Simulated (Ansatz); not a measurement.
# BN (Pnma) in Ansatz: band structure with HSE06

Aim: the band structure of BN with HSE06.

Everything below comes from runs of Ansatz 0.2.0. Logs are shortened: lines on timing, memory, paths and dates and some standing lists are left out, and cuts for length are marked.

## 1. The structure

Symmetry: Pnma, No. 62, orthorhombic system. Conventional cell: a = 4.880 Å, b = 2.591 Å, c = 4.292 Å, α = 90.00°, β = 90.00°, γ = 90.00°. Around N (site symmetry m) lie 4 B at 1.51 to 1.65 Å. B (site symmetry m) is surrounded by 4 N at 1.51 to 1.65 Å.

Measurements of this composition are mostly on another form, of space group No. 194.

## 2. Band structure, HSE06

Contents of input:

```
crystal:
  lattice:
    - [4.880089, 0.0, 0.0]
    - [0.0, 2.591464, 0.0]
    - [0.0, 0.0, 4.292049]
  atoms:
    - { symbol: "N", position: [0.32113, 0.75, 0.106486] }
    - { symbol: "N", position: [0.67887, 0.25, 0.893514] }
    - { symbol: "N", position: [0.17887, 0.25, 0.606486] }
    - { symbol: "N", position: [0.82113, 0.75, 0.393514] }
    - { symbol: B, position: [0.340413, 0.25, 0.907096] }
    - { symbol: B, position: [0.159587, 0.75, 0.407096] }
    - { symbol: B, position: [0.840413, 0.25, 0.592904] }
    - { symbol: B, position: [0.659587, 0.75, 0.092904] }
hamiltonian:
  xc: hse06
  pseudopotentials: { kind: paw }
kpoints:
  mp_grid: { grid: [4, 8, 4] }
  band_path:
    path:
      - [[0.0, 0.0, 0.0], [0.0, 0.5, 0.0], [0.0, 0.5, 0.5], [0.0, 0.0, 0.5], [0.0, 0.0, 0.0], [0.5, 0.0, 0.0], [0.5, 0.5, 0.0], [0.5, 0.5, 0.5], [0.5, 0.0, 0.5], [0.5, 0.0, 0.0]]
      - [[0.0, 0.0, 0.5], [0.5, 0.0, 0.5]]
      - [[0.5, 0.5, 0.0], [0.0, 0.5, 0.0]]
      - [[0.0, 0.5, 0.5], [0.5, 0.5, 0.5]]
    npoints: 4
scf:
  occupations: { method: fermi_dirac, width: 0.05 }
  n_extra_bands: 20
output:
  forces: true
  stress: true
  eigenvalues: true
  fatbands: false
```

Potentials or basis: Ansatz PAW.

Log:

```text
Warning: output.stress: scf.convergence.dr2_threshold = 1e-7 eV (the SCF's general default) is looser than the 8e-10 eV advised for a printed stress (1e-10 eV for each atom of the cell: 8). What an SCF threshold leaves in a stress goes as its square root, and in the free energy as the threshold itself, and one threshold admits the most on a small cell: of the crystals measured, under no hybrid functional and no lock of the moments, on runs that ended without the residual-converged pass, on stresses that held no estimate of that error, the worst erred by over 100 MPa in a component at 1e-7 eV an atom and by under 5 at 1e-10. Set scf.convergence.dr2_threshold to 8e-10 eV or tighter. The threshold is an SCF's pass mark: one that does not reach it within its budget of iterations ends unconverged, or closes short of it on a stop that the run arms, and scf.convergence.dr2_threshold's page says what that costs each kind of run
Warning: output.stress: scf.exx.energy_threshold = 1e-6 eV is looser than the 8e-8 eV advised for a stress under a hybrid functional (1e-8 eV for each atom of the cell: 8). Every SCF of the exchange loop can meet its threshold on dr2 while the loop round them stops early: no threshold on dr2 bounds what that leaves in the stress. Set scf.exx.energy_threshold to 8e-8 eV or tighter. The threshold is the loop's pass mark: a loop that does not reach it within its budget of cycles ends unconverged, and scf.exx.energy_threshold's page has the law
scf.n_extra_bands = 20 over 16 filled bands (N_el = 32.0): the run solves 36 bands
GPUs: using 1 of 1 available (devices: 1).
Engine: ansatz 0.2.0, x86_64-unknown-linux-gnu
Pseudopotentials: kind: paw
Pseudopotential: N, paw, valence charge 5, recommended cutoff 420 eV (normal), N.paw.azcp
Pseudopotential: B, paw, valence charge 3, recommended cutoff 420 eV (normal), B.paw.azcp
Functional definition: HSE06
  parameter a = 0.25
  parameter omega = 0.11/bohr
  exchange = pbe_x - a*pbe_x_sr(omega) + a*exact_x_sr(omega)
  correlation = pbe_c
device memory: the entry about to start is reckoned to put 1.5 GiB on a device that reports 66.4 GiB free (of which the cap on the GPU budget leaves the run 18.0 GiB)
GPU FFT provider: cuFFT
GPU libraries: cuBLAS 13.8.2, cuFFT 12.4.0, cuSOLVER 12.3.4
Crystal: 8 atoms, lattice volume = 54.280 Å³
Basis set: ecut = 420 eV, 1059 PW (Γ), exchange–correlation on 72×36×60 points (8 copies of the dense FFT grid, shifted against one another)
Bands: 36, of which v1, the nominal top of the filled ones, is band 16 counted from 1 (15 counted from 0)
Symmetry: 8 space group operations
Space group: Pnma (ITA 62), of the structure as read, at distance tolerance 3.8e-5 Å
k-points: 45 of 128
Non-local potential: N, projectors of the file, l = 0: 2, l = 1: 2, l = 2: 1
Non-local potential: B, projectors of the file, l = 0: 2, l = 1: 2, l = 2: 1
PAW form: soft (Blöchl's): semilocal exchange-correlation on the pseudo side does not see the compensation charge
PAW frozen core: N, regenerated for the run's functional, and the local potential with it (the file was generated under x = pbe(κ = 0.804, μ = 0.2195149727645171), c = pbe(β = 0.06672455060314922))
PAW frozen core: B, regenerated for the run's functional, and the local potential with it (the file was generated under x = pbe(κ = 0.804, μ = 0.2195149727645171), c = pbe(β = 0.06672455060314922))
PAW one-centre angular grid: N, 110 points (default); XC on 64 Gauss nodes
PAW one-centre angular grid: B, 110 points (default); XC on 64 Gauss nodes
Initial density: superposition of atomic densities (neutral atoms: chi_scale 0, normalization atom), corrected by the library's trained network
Initial wavefunctions: pseudopotential atomic-orbital guess
GPU buffer pool allocated for 19440 grid points (all kernels)
GPU transforms: local potential and band sums: pruned to the plane-wave sphere, on 36×18×30
Functional: x = pbe(κ = 0.804, μ = 0.2195149727645171), c = pbe(β = 0.06672455060314922), warm-up for x = pbe(κ = 0.804, μ = 0.2195149727645171) + 0.25 (exact − pbe) at short range (hse, ω = 0.20786987370883472 Å⁻¹), c = pbe(β = 0.06672455060314922); HSE06 as pw.x's `hse` composes it (authors' and Libxc's form: `xc: wpbeh`)
SCF iter   1: F=—  HF=-2167.550947 eV  |F-HF|=—  |Δ(HF+E_count)|=         —  Δρ=5.58e-3  dr2=8.59e-3  ethr=1.77e-3  ⟨swp⟩=6.9  Hψ=7588  notcnv=0
preconditioner: auto → none  [insulator: Δε(μ)=5.786 eV  Ē_g=20.818 eV  σ=0.050 eV  W_gap=1.00  n_scr=10 (ndim 8)  ℏωp=28.5 eV  f_vac=0.000  D(μ)=0.00/eV (n_scr^D=0)]
SCF iter   2: F=-2167.550443 eV  HF=-2167.550257 eV  |F-HF|=1.86e-4  |Δ(HF+E_count)|=   6.90e-4  Δρ=2.51e-3  dr2=1.35e-3  ethr=2.68e-5  ⟨swp⟩=3.8  Hψ=2904  notcnv=0  defer=23
SCF 1 stopped early in 2 iterations: F = -2167.550443 eV  dr2 = 1.35e-3
device memory: the entry about to start is reckoned to put 2.1 GiB (of the 2.2 GiB reckoned in all, the device holds 0.1 GiB already) on a device that reports 66.3 GiB free (of which the cap on the GPU budget leaves the run 17.9 GiB)
GPU FFT provider: cuFFT
GPU libraries: cuBLAS 13.8.2, cuFFT 12.4.0, cuSOLVER 12.3.4
Initial density: handed on by an earlier stage of this run
[... 13 lines left out ...]
SCF iter   6: F=-2168.070948 eV  HF=-2168.070948 eV  |F-HF|=9.92e-8  |Δ(HF+E_count)|=   1.08e-6  Δρ=3.95e-5  dr2=1.78e-6  ethr=1.54e-8  ⟨swp⟩=3.4  Hψ=3352  notcnv=0  defer=17
SCF 2 stopped early in 6 iterations: F = -2168.070948 eV  dr2 = 1.78e-6
  Residual-converged pass: ⟨swp⟩=3.0  Hψ=3060  notcnv=0  max |occ|·‖R‖ = 5.3e-6 eV (tolerance 6.7e-6 eV)  dr2=1.78e-6  dr2_onsite=1.36e-8  max |Δocc| = 0.0e0
hybrid outer 1: dexx = +9.399e-3 eV, tail = 2.30e-5 eV
GPU FFT provider: cuFFT
GPU libraries: cuBLAS 13.8.2, cuFFT 12.4.0, cuSOLVER 12.3.4
GPU buffer pool allocated for 19440 grid points (all kernels)
GPU transforms: local potential and band sums: pruned to the plane-wave sphere, on 36×18×30
Exchange kernel: α = 0.2500, screened, ω = 0.2079 Å⁻¹, Wigner–Seitz truncation, v(0) = 1043.5722 eV·Å³, q-mesh 4×8×4, nearest image of the exchange supercell L = 17.17 Å, pair-density grid 32×18×30, without the augmentation charges, whose exchange is taken in its separable form by FFT convolution over the k-point mesh (sized by the pseudopotential files, 36×18×30 at the most), smooth part of the exact exchange by density-matrix convolution in up to 2.28 GiB of GPU memory as planned if the GPU has room (build and FFT work areas not counted)
Frozen-core exchange: fock
SCF iter   1: F=—  HF=-2168.071060 eV  |F-HF|=—  |Δ(HF+E_count)|=         —  Δρ=4.91e-5  dr2=1.02e-6  ethr=3.60e-7  ⟨swp⟩=4.4  Hψ=3866  notcnv=0
preconditioner: auto → none  [insulator: Δε(μ)=7.210 eV  Ē_g=23.423 eV  σ=0.050 eV  W_gap=1.00  n_scr=10 (ndim 8)  ℏωp=28.5 eV  f_vac=0.000  D(μ)=0.00/eV (n_scr^D=0)]
SCF iter   2: F=—  HF=-2168.071060 eV  |F-HF|=—  |Δ(HF+E_count)|=   2.64e-7  Δρ=1.03e-5  dr2=6.86e-8  ethr=2.96e-9  ⟨swp⟩=3.0  Hψ=2681  notcnv=0
SCF iter   3: F=—  HF=-2168.071060 eV  |F-HF|=—  |Δ(HF+E_count)|=   2.34e-7  Δρ=5.31e-6  dr2=1.70e-8  ethr=5.13e-11  ⟨swp⟩=4.3  Hψ=4460  notcnv=0  defer=17
SCF iter   4: F=-2168.071060 eV  HF=-2168.071060 eV  |F-HF|=5.91e-11  |Δ(HF+E_count)|=   4.54e-9  Δρ=8.19e-7  dr2=4.18e-10  ethr=3.76e-11  ⟨swp⟩=2.8  Hψ=2532  notcnv=0
SCF 3 converged in 4 iterations: F = -2168.071060 eV  dr2 = 4.18e-10
  Residual-converged pass: ⟨swp⟩=3.0  Hψ=2930  notcnv=0  max |occ|·‖R‖ = 8.9e-7 eV (tolerance 8.9e-7 eV)  dr2=4.19e-10  dr2_onsite=1.35e-11  max |Δocc| = 0.0e0
hybrid outer 2: dexx = +3.031e-7 eV, tail = 6.96e-9 eV, Δε = 1.81e-3 eV (about 3.41e-5 eV left of the loop's levels), ΔF = 2.83e-3 eV/Å (tail 2.58e-4)
device memory: the entry about to start is reckoned to put 0.6 GiB on a device that reports 66.3 GiB free (of which the cap on the GPU budget leaves the run 18.0 GiB)
NSCF: frozen V_eff on 52 k-points, pencils in batches of 32, up to order 160
hybrid SCF converged: 2 outer / 10 inner (+2 warm-up), last move |dexx| = 3.03e-7 eV, tail = 6.96e-9 eV
Stability not checked: this state was not tested for a lower state beside it, because the functional holds exact exchange (a hybrid, or Hartree-Fock), whose exchange loop this test does not read (fock_operator; see scf.lower_state_search)
Free energy (F): -2168.071060 eV
Frozen-core exchange: fock
Harris-Foulkes:  -2168.071060 eV  (|F-HF|=5.91e-11)
Internal energy: -2168.071060 eV  (E = F + TS)
E sigma→0 (E₀):  -2168.071060 eV
Fermi energy:    11.611403 eV
--- Per-component energies (eV) ---
  E_band       = -8.724563
  E_kinetic    = 738.008070
  E_local      = -941.467081  (includes V_loc(G=0)·N_el)
  E_nonlocal   = 222.124464
  E_hartree    = 287.257338
  E_xc         = -301.210102
  E_vxc        = -370.673887  (∫ρ·V_xc dr)
  E_exx        = -77.730786  (= α·E_x^exact, valence–valence)
  E_paw        = -818.948070  (= ΣΔE_a)
  E_vpaw       = -75.769429  (= ΣTr[D̂ρ^β])
  E_aug_tail   = 0.000415  (compensation charges beyond the density's cutoff)
  E_ewald      = -1275.966497
  E_core_change = -0.138813  (= ΣΔE_core)
  E_smearing   = -0.000000  (= −TS)
  E_closure    = -0.000001  (closes the sum)
  Σ components = -2168.071060   (vs F -2168.071060, Δ=0.00e0)
--- Forces (eV/Å), atoms counted from 1 ---
  atom   1  N      0.14797318     0.00000000    -0.00684903
  atom   2  N     -0.14797318     0.00000000     0.00684903
  atom   3  N     -0.14797318     0.00000000    -0.00684903
  atom   4  N      0.14797318     0.00000000     0.00684903
  atom   5  B      0.07081470     0.00000000     0.06910750
  atom   6  B     -0.07081470     0.00000000     0.06910750
  atom   7  B      0.07081470     0.00000000    -0.06910750
  atom   8  B     -0.07081470     0.00000000    -0.06910750
  max |Σ_I F_I| component: 1.39e-17 eV/Å
--- Stress (GPa, compression-positive) ---
       -7.743441       0.000000       0.000000
        0.000000      -8.357834       0.000000
        0.000000       0.000000      -7.417067
  P = ⅓ Tr σ = -7.8394 GPa (-78.394 kbar)
--- Band table (eV; the first three rows and the last of 45) ---
  k-point 0: bands = ["-13.3987", "-10.5966", "-9.5897", "-7.6738", "-1.5715", "-0.9284", "0.2301", "0.6165", "2.5814", "3.0693", "5.2384", "5.3990", "6.9826", "7.6683", "7.8626", "8.0318", "16.1264", "16.8418", "17.7477", "17.8236", "18.6748", "18.7647", "18.7817", "20.1204", "21.5318", "22.3053", "22.7129", "23.6105", "24.8798", "25.1055", "25.9318", "27.7030", "27.9221", "28.2288", "29.0428", "29.8230"]
  k-point 1: bands = ["-13.0928", "-11.1702", "-9.3160", "-7.8962", "-2.5529", "-0.9247", "1.1196", "1.6758", "2.8889", "4.3937", "4.7335", "5.7142", "5.9756", "6.7233", "7.5471", "7.5589", "15.7777", "16.4509", "17.8796", "18.5200", "18.8120", "19.0923", "19.3542", "21.1102", "21.4695", "22.5240", "22.5816", "23.6407", "23.6676", "24.2216", "25.7466", "27.0562", "27.1400", "28.5125", "28.9062", "30.6372"]
  k-point 2: bands = ["-12.2494", "-12.2494", "-8.6074", "-8.6074", "-2.2662", "-2.2662", "3.6311", "3.6311", "3.7194", "3.7194", "4.2219", "4.2219", "6.4250", "6.4250", "6.5581", "6.5581", "15.7944", "15.7944", "18.2523", "18.2523", "19.6808", "19.6808", "21.2037", "21.2037", "21.2341", "21.2341", "23.1911", "23.1911", "24.2742", "24.2742", "24.5155", "24.5155", "28.0278", "28.0278", "30.4956", "30.4956"]
  k-point 44: bands = ["-8.8822", "-8.8822", "-8.8822", "-8.8822", "-2.0212", "-2.0212", "-2.0212", "-2.0212", "3.3586", "3.3586", "3.3586", "3.3586", "5.1168", "5.1168", "5.1168", "5.1168", "17.8352", "17.8352", "17.8352", "17.8352", "18.9278", "18.9278", "18.9278", "18.9278", "24.7413", "24.7413", "24.7413", "24.7413", "25.7295", "25.7295", "25.7295", "25.7295", "29.6295", "29.6295", "29.6295", "29.6295"]
```

Run time: 60 s. Hardware: 1 × NVIDIA H100 80GB HBM3 with 2 threads of AMD EPYC 7R13 (Zen 3), shared host; peak memory 2.6 GiB.

Results:

| Quantity | Value |
| --- | --- |
| Free energy | -2168.0711 eV |
| Pressure | -7.8 GPa |
| Largest force | 0.148 eV/Å |
| Band gap on the k mesh | 7.21 eV, indirect (least direct gap 7.73 eV) |
| Band gap along the path | 7.21 eV, indirect (least direct gap 7.79 eV) |

Forces on the atoms (eV/Å):
```
N    0.148  0.000 -0.007
N   -0.148  0.000  0.007
N   -0.148  0.000 -0.007
N    0.148  0.000  0.007
B    0.071  0.000  0.069
B   -0.071  0.000  0.069
B    0.071  0.000 -0.069
B   -0.071  0.000 -0.069
```

Levels at the corners of the path, in eV from the valence-band top:
```csv
point,band 12,band 13,band 14,band 15,band 16,band 17,band 18,band 19,band 20,band 21
Γ,-2.63,-1.05,-0.36,-0.17,0.00,8.09,8.81,9.72,9.79,10.64
X,-5.17,-4.57,-4.57,-2.26,-2.26,7.68,7.68,10.17,10.17,12.89
S,-5.92,-2.65,-2.65,-0.80,-0.80,9.72,9.72,9.85,9.85,11.36
Y,-3.81,-1.61,-1.61,-1.47,-1.47,7.76,7.76,10.22,10.22,11.65
Γ,-2.63,-1.05,-0.36,-0.17,0.00,8.09,8.81,9.72,9.79,10.64
Z,-3.03,-1.29,-1.29,-0.79,-0.79,7.48,7.48,9.92,9.92,11.18
U,-5.98,-2.98,-2.98,-2.98,-2.98,8.88,8.88,8.88,8.88,13.01
R,-4.67,-2.92,-2.92,-2.92,-2.92,9.80,9.80,9.80,9.80,10.90
T,-3.53,-1.61,-1.61,-1.32,-1.32,7.21,7.21,10.30,10.30,10.67
Z,-3.03,-1.29,-1.29,-0.79,-0.79,7.48,7.48,9.92,9.92,11.18
Y,-3.81,-1.61,-1.61,-1.47,-1.47,7.76,7.76,10.22,10.22,11.65
T,-3.53,-1.61,-1.61,-1.32,-1.32,7.21,7.21,10.30,10.30,10.67
U,-5.98,-2.98,-2.98,-2.98,-2.98,8.88,8.88,8.88,8.88,13.01
X,-5.17,-4.57,-4.57,-2.26,-2.26,7.68,7.68,10.17,10.17,12.89
S,-5.92,-2.65,-2.65,-0.80,-0.80,9.72,9.72,9.85,9.85,11.36
R,-4.67,-2.92,-2.92,-2.92,-2.92,9.80,9.80,9.80,9.80,10.90
```

Caveat: the pressure holds a Pulay correction of +0.7 GPa for the finite cutoff; the PAW data sets come from PBE, with cores solved anew for the run's functional, which leaves a small shift of forces and pressure; the thresholds are loose for stress.
